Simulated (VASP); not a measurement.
# AlGaN2 (P-4m2) in VASP: single point with LDA

Aim: the single point of AlGaN2 with LDA.

All numbers are computed with VASP 6.6.1; they aren't measurements. Logs are shortened: lines on timing, memory, paths and dates and some standing lists are left out, and cuts for length are marked.

## (1) The structure

The structure is tetragonal, space group P-4m2 (No. 115). The conventional cell has a = 3.141 Å, b = 3.141 Å, c = 4.424 Å, α = 90.00°, β = 90.00°, γ = 90.00°. Around Al (site symmetry -4m2) lie 4 N at 1.89 Å. Ga (site symmetry -4m2) has 4 N at 1.95 Å as nearest neighbours. Around N (site symmetry 2mm) lie 2 Al at 1.89 Å and 2 Ga at 1.95 Å.

The cell comes from a database or a generator and needn't be the stable form of this composition.

## (2) Single point, LDA

File INCAR:

```
PREC = Accurate
ENCUT = 520
EDIFF = 1E-7
ISMEAR = 0
SIGMA = 0.1
LREAL = F
LASPH = T
NELM = 100
ALGO = Fast
ISIF = 2
LWAVE = F
LCHARG = T
LELF = T
LVHAR = T
NBANDS = 21
```

File KPOINTS:

```
Automatic mesh
0
Gamma
  6 6 4
```

File POSCAR:

```
AlGaN2
1.0
    3.1408770487      0.0000000000      0.0000000000
    0.0000000000      3.1408770487      0.0000000000
    0.0000000000      0.0000000000      4.4238379400
Al Ga N
1 1 2
Direct
    0.5000000000      0.5000000000      0.5000000000
    0.0000000000      0.0000000000      0.0000000000
    0.5000000000      0.0000000000      0.7382648100
    0.0000000000      0.5000000000      0.2617351900
```

Potentials or basis: VASP PAW LDA potentials, release 64 (Al, Ga_d, N).

Started as:

```sh
$ cat potpaw_LDA.64/Al/POTCAR potpaw_LDA.64/Ga_d/POTCAR potpaw_LDA.64/N/POTCAR > POTCAR
$ mpirun -np 1 vasp_std > vasp.out
```

OUTCAR:

```text
PREC = Accurate
   ENCUT = 520
   EDIFF = 1E-7
   ISMEAR = 0
   LREAL = F
   LASPH = T
   NELM = 100
   ISIF = 2

 ion  position               nearest neighbor table
   1  0.500  0.500  0.500-   3 1.89   4 1.89   3 1.89   4 1.89   2 3.13   2 3.13   2 3.13   2 3.13
                             2 3.13   2 3.13   2 3.13   2 3.13
   2  0.000  0.000  0.000-   3 1.95   4 1.95   4 1.95   3 1.95   1 3.13   1 3.13   1 3.13   1 3.13
                             1 3.13   1 3.13   1 3.13   1 3.13
   3  0.500  0.000  0.738-   1 1.89   1 1.89   2 1.95   2 1.95
   4  0.000  0.500  0.262-   1 1.89   1 1.89   2 1.95   2 1.95

  LATTYP: Found a simple tetragonal cell.
 ALAT       =     3.1408770487
 C/A-ratio  =     1.4084721788

  Lattice vectors:

 A1 = (   3.1408770487,   0.0000000000,   0.0000000000)
 A2 = (   0.0000000000,   3.1408770487,   0.0000000000)
 A3 = (   0.0000000000,   0.0000000000,   4.4238379400)

Analysis of symmetry for initial positions (statically):
=====================================================================
 Subroutine PRICEL returns:
 Original cell was already a primitive cell.

 Routine SETGRP: Setting up the symmetry group for a
 simple tetragonal supercell.

 Subroutine GETGRP returns: Found  8 space group operations
 (whereof  8 operations were pure point group operations)
 out of a pool of 16 trial point group operations.

The static configuration has the point symmetry D_2d.

Analysis of symmetry for dynamics (positions and initial velocities):
=====================================================================
 Subroutine PRICEL returns:
 Original cell was already a primitive cell.

 Routine SETGRP: Setting up the symmetry group for a
 simple tetragonal supercell.

 Subroutine GETGRP returns: Found  8 space group operations
 (whereof  8 operations were pure point group operations)
 out of a pool of 16 trial point group operations.

The dynamic configuration has the point symmetry D_2d.

 Subroutine INISYM returns: Found  8 space group operations
 (whereof  8 operations are pure point group operations),
 and found     1 'primitive' translations

----------------------------------------------------------------------------------------

                                     Primitive cell

  volume of cell :      43.6416

  direct lattice vectors                    reciprocal lattice vectors
     3.140877049  0.000000000  0.000000000     0.318382409  0.000000000  0.000000000
     0.000000000  3.140877049  0.000000000     0.000000000  0.318382409  0.000000000
     0.000000000  0.000000000  4.423837940     0.000000000  0.000000000  0.226048064

  length of vectors
     3.140877049  3.140877049  4.423837940     0.318382409  0.318382409  0.226048064

  position of ions in fractional coordinates (direct lattice)
     0.500000000  0.500000000  0.500000000
     0.000000000  0.000000000  0.000000000
     0.500000000  0.000000000  0.738264810
     0.000000000  0.500000000  0.261735190

  ion indices of the primitive-cell ions
   primitive index   ion index
                 1           1
                 2           2
                 3           3
                 4           4

----------------------------------------------------------------------------------------

 KPOINTS: Automatic mesh

Automatic generation of k-mesh.
 Grid dimensions read from file:
 generate k-points for:    6    6    4

 Generating k-lattice:

  Cartesian coordinates                     Fractional coordinates (reciprocal lattice)
     0.053063735  0.000000000  0.000000000     0.166666667  0.000000000  0.000000000
     0.000000000  0.053063735  0.000000000     0.000000000  0.166666667  0.000000000
     0.000000000  0.000000000  0.056512016     0.000000000  0.000000000  0.250000000

  Length of vectors
     0.053063735  0.053063735  0.056512016

  Shift w.r.t. Gamma in fractional coordinates (k-lattice)
     0.000000000  0.000000000  0.000000000

 Subroutine IBZKPT returns following result:
 ===========================================

 Found     30 irreducible k-points:

 Following reciprocal coordinates:
            Coordinates               Weight
  0.000000  0.000000  0.000000      1.000000
  0.166667  0.000000  0.000000      4.000000
  0.333333  0.000000  0.000000      4.000000
  0.500000  0.000000  0.000000      2.000000
  0.166667  0.166667  0.000000      4.000000
  0.333333  0.166667  0.000000      8.000000
[... 16 lines left out ...]
  0.333333  0.000000  0.500000      4.000000
  0.500000  0.000000  0.500000      2.000000
 [... further k-points ...]
   k-points           NKPTS =     30   k-points in BZ     NKDIM =     30   number of bands    NBANDS=     21
   number of dos      NEDOS =    301   number of ions     NIONS =      4
   total plane-waves  NPLWV =  20736
   dimension x,y,z NGX =    24 NGY =   24 NGZ =   36
   dimension x,y,z NGXF=    48 NGYF=   48 NGZF=   72
   ions per type =               1   1   2
   NGX,Y,Z   is equivalent  to a cutoff of  12.70, 12.70, 13.53 a.u.
   NGXF,Y,Z  is equivalent  to a cutoff of  25.41, 25.41, 27.06 a.u.
 SYSTEM =  unknown system
   PREC   = accura    normal or accurate (medium, high low for compatibility)
   ISTART =      0    job   : 0-new  1-cont  2-samecut
   ICHARG =      2    charge: 1-file 2-atom 10-const
   ISPIN  =      1    spin polarized calculation?
   LNONCOLLINEAR =      F non collinear calculations
   LSORBIT =      F    spin-orbit coupling
   LASPH  =      T    aspherical Exc in radial PAW
   ENCUT  =  520.0 eV  38.22 Ry    6.18 a.u.   5.84  5.84  8.23*2*pi/ulx,y,z
   NELM   =    100;   NELMIN=  2; NELMDL= -5     # of ELM steps
   EDIFF  = 0.1E-06   stopping-criterion for ELM
   LREAL  =      F    real-space projection
   EDIFFG = 0.1E-05   stopping-criterion for IOM
   NSW    =      0    number of steps for IOM
   IBRION =     -1    ionic relax: 0-MD 1-quasi-New 2-CG
   NFREE  =      0    steps in history (QN), initial steepest desc. (CG)
   ISIF   =      2    stress and relaxation
   ISYM   =      2    0-nonsym 1-usesym 2-fastsym
   POTIM  = 0.5000    time-step for ionic-motion
   TEBEG  =    0.0;   TEEND  =   0.0 temperature during run
   PSTRESS=    0.0 pullay stress
   NELECT =      26.0000    total number of electrons
   NUPDOWN=      -1.0000    fix difference up-down
   EMIN   =  10.00;   EMAX   =-10.00  energy-range for DOS
   EFERMI =   0.00;   METHOD = LEGACY
   ISMEAR =     0;   SIGMA  =   0.10  broadening in eV -4-tet -1-fermi 0-gaus
   EFERMI_NEDOS =   21; number of points for ismear=-14 and -15
   IALGO  =     68    algorithm
   IMIX   =      4    mixing-type and parameters
     AMIX     =   0.40;   BMIX     =  1.00
     AMIX_MAG =   1.60;   BMIX_MAG =  1.00
  volume/ion in A,a.u.               =      10.91        73.63
  Fermi-wavevector in a.u.,A,eV,Ry     =   1.377523  2.603141 25.818009  1.897570
  Thomas-Fermi vector in A             =   2.502669
   LORBIT       =      0    0 simple, 1 ext, 2 COOP (PROOUT), +10 PAW based schemes
   GGA     = CA    functional components
   LHFCALC =     F    Hartree Fock is set to
   AEXX    =    0.0000 exact exchange contribution
   IVDW    =     0    specifies the selected vdW correction
   LEPSILON=     F    determine dielectric tensor
   LRPA    =     F    only Hartree local field effects (RPA)
 non-spin polarized calculation
 RMM-DIIS sequential band-by-band and
 Gauss-broadening in eV      SIGMA  =   0.10
  energy-cutoff  :      520.00
  volume of cell :       43.64
 maximum number of plane-waves:      1208
 NGX is ok and might be reduce to    24
   NGX = 11   NGY = 11   NGZ = 17

 number of electron      25.9999985 magnetization

 Free energy of the ion-electron system (eV)
  ---------------------------------------------------
  ext. energy  EPLUGINS =         0.00000000
  ---------------------------------------------------
  free energy    TOTEN  =       -30.30117176 eV

  energy without entropy =      -30.30117176  energy(sigma->0) =      -30.30117176

 E-fermi :   5.8329     XC(G=0): -11.7231

 val. band max:        5.3918517136   @ k =   0.0000   0.0000   0.0000
 cond. band min:       8.2592452111   @ k =   0.0000   0.0000   0.0000
 fundamental gap:      2.8673934975
 Fermi energy:         5.8328666292

 k-point     1 :       0.0000    0.0000    0.0000
  band No.  band energies     occupation
      1      -9.9668      2.00000
      2      -8.6485      2.00000
      3      -7.7095      2.00000
      4      -7.7095      2.00000
      5      -7.6653      2.00000
      6      -7.5098      2.00000
[... 13 lines left out ...]
     20      17.9441      0.00000
     21      20.0831      0.00000

 k-point     2 :       0.1667    0.0000    0.0000
  band No.  band energies     occupation
      1      -9.7333      2.00000
      2      -8.6461      2.00000
      3      -7.7168      2.00000
      4      -7.7051      2.00000
      5      -7.6219      2.00000
      6      -7.5287      2.00000
[... 13 lines left out ...]
     20      17.6215      0.00000
     21      19.4093      0.00000

 k-point     3 :       0.3333    0.0000    0.0000
  band No.  band energies     occupation
      1      -9.1997      2.00000
      2      -8.6686      2.00000
      3      -7.6962      2.00000
      4      -7.6707      2.00000
      5      -7.5664      2.00000
      6      -7.4166      2.00000
[... 13 lines left out ...]
     20      17.0581      0.00000
     21      18.0423      0.00000
[... 457 lines left out ...]
 k-point    23 :       0.3333    0.0000    0.5000
  band No.  band energies     occupation
      1      -9.0090      2.00000
      2      -8.6694      2.00000
      3      -7.7020      2.00000
      4      -7.5931      2.00000
      5      -7.5657      2.00000
      6      -7.2044      2.00000
[... 13 lines left out ...]
     20      16.8517      0.00000
     21      16.9281      0.00000

 k-point    24 :       0.5000    0.0000    0.5000
  band No.  band energies     occupation
      1      -8.9274      2.00000
      2      -8.6512      2.00000
      3      -7.6969      2.00000
      4      -7.5844      2.00000
      5      -7.5841      2.00000
      6      -6.8669      2.00000
[... 13 lines left out ...]
     20      16.3506      0.00000
     21      16.4060      0.00000

 [... further k-points ...]

------------------------ aborting loop because EDIFF is reached ----------------------------------------

  FORCE on cell =-STRESS in cart. coord.  units (eV):
  Direction    XX          YY          ZZ          XY          YZ          ZX
  --------------------------------------------------------------------------------------
  -------------------------------------------------------------------------------------
  Total       -1.1187541     -1.1187541     -1.1807133      0.0000000      0.0000000      0.0000000
  in kB      -41.0718370    -41.0718370    -43.3464934      0.0000000      0.0000000      0.0000000
  external PRESSURE =     -41.8300558 kB  Pullay stress =       0.0000000 kB

 VOLUME and BASIS-vectors are now :
 -----------------------------------------------------------------------------
  energy-cutoff  :      520.00
  volume of cell :       43.64
      direct lattice vectors                 reciprocal lattice vectors
     3.140877049  0.000000000  0.000000000     0.318382409  0.000000000  0.000000000
     0.000000000  3.140877049  0.000000000     0.000000000  0.318382409  0.000000000
     0.000000000  0.000000000  4.423837940     0.000000000  0.000000000  0.226048064

 POSITION                                       TOTAL-FORCE (eV/Angst)
 -----------------------------------------------------------------------------------
      1.57044      1.57044      2.21192        -0.000000     -0.000000      0.000000
      0.00000      0.00000      0.00000         0.000000      0.000000      0.000000
      1.57044      0.00000      3.26596        -0.000000      0.000000      0.167468
      0.00000      1.57044      1.15787        -0.000000      0.000000     -0.167468
 -----------------------------------------------------------------------------------
    total drift:                                0.000000      0.000000      0.000000

  FREE ENERGIE OF THE ION-ELECTRON SYSTEM (eV)
  ---------------------------------------------------
  free  energy   TOTEN  =       -30.3011717581 eV

  energy  without entropy=      -30.3011717581  energy(sigma->0) =      -30.30117176
```

It took 33 s on 1 thread of Intel Xeon Platinum 8259CL at 2.50GHz (Skylake/Cascade Lake), shared host; peak memory 0.15 GiB.

Results:

```
Free energy            : -30.3012 eV
Pressure               : -4.2 GPa
Largest force          : 0.167 eV/Å
Band gap on the k mesh : 2.87 eV, direct
```

Forces on the atoms (eV/Å):
```
Al   0.000  0.000  0.000
Ga   0.000  0.000  0.000
N    0.000  0.000  0.167
N    0.000  0.000 -0.167
```

Stress tensor (GPa, compression positive):
```
-4.11  0.00  0.00
 0.00 -4.11  0.00
 0.00  0.00 -4.33
```
